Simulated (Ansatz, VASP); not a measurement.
**Sr: VASP beside Ansatz**

INCAR

```
ALGO = Normal ; EDIFF = 1E-6
ENCUT = 520 ; GGA = CA
ISIF = 2 ; ISMEAR = 0
LASPH = T ; LCHARG = T
LELF = T ; LREAL = F
LVHAR = T ; LWAVE = F
NBANDS = 17 ; NELM = 80
PREC = Accurate ; SIGMA = 0.1
```

File KPOINTS:

```
k-points
0
Gamma
  8 8 8
```

Contents of POSCAR:

```
Sr
1.0
   -3.7063582770      3.7063582770      2.0208764669
    3.7063582770     -3.7063582770      2.0208764669
    3.7063582770      3.7063582770     -2.0208764669
Sr
2
Direct
    0.0000000000      0.0000000000      0.0000000000
    0.7500000000      0.2500000000      0.5000000000
```

File input.yaml:

```yaml
crystal:
  lattice:
    - [-3.706358277, 3.706358277, 2.0208764669]
    - [3.706358277, -3.706358277, 2.0208764669]
    - [3.706358277, 3.706358277, -2.0208764669]
  atoms:
    - { symbol: Sr, position: [0.0, 0.0, 0.0] }
    - { symbol: Sr, position: [0.75, 0.25, 0.5] }
kpoints:
  mp_grid: { grid: [8, 8, 8] }
scf:
  occupations: { method: gaussian, width: 0.1 }
hamiltonian:
  xc: lda
  pseudopotentials: { kind: all_electron, lapw: { basis_error: 0.001 } }
output:
  forces: true
  stress: true
  eigenvalues: true
```

This isn't the form of Sr at room conditions, which is fcc.

Alike in both runs: task single point; functional LDA; k mesh 8 × 8 × 8; occupations gaussian, width 0.1 eV; no spin polarisation.

|  | VASP | Ansatz |
| --- | --- | --- |
| version | VASP 6.6.1 | Ansatz 0.2.0 |
| potentials or method | VASP PAW LDA potentials, release 64 (Sr_sv) | all-electron LAPW, scalar-relativistic |
| plane-wave cutoff (eV) | 520 | see its input |

|  | VASP | Ansatz | Ansatz less VASP |
| --- | --- | --- | --- |
| gap on the k mesh at the Fermi level (eV) | none | none | - |
| pressure (GPa) | -1.2 | -1.2 | +0.03 |
| largest component of the traceless stress (GPa) | 0.37 | 0.37 | -0.003 |

A gap of «none» marks a metal or a gap that the smearing closes. Ansatz ran all-electron here, so the differences hold the error of VASP's frozen core and of both bases.
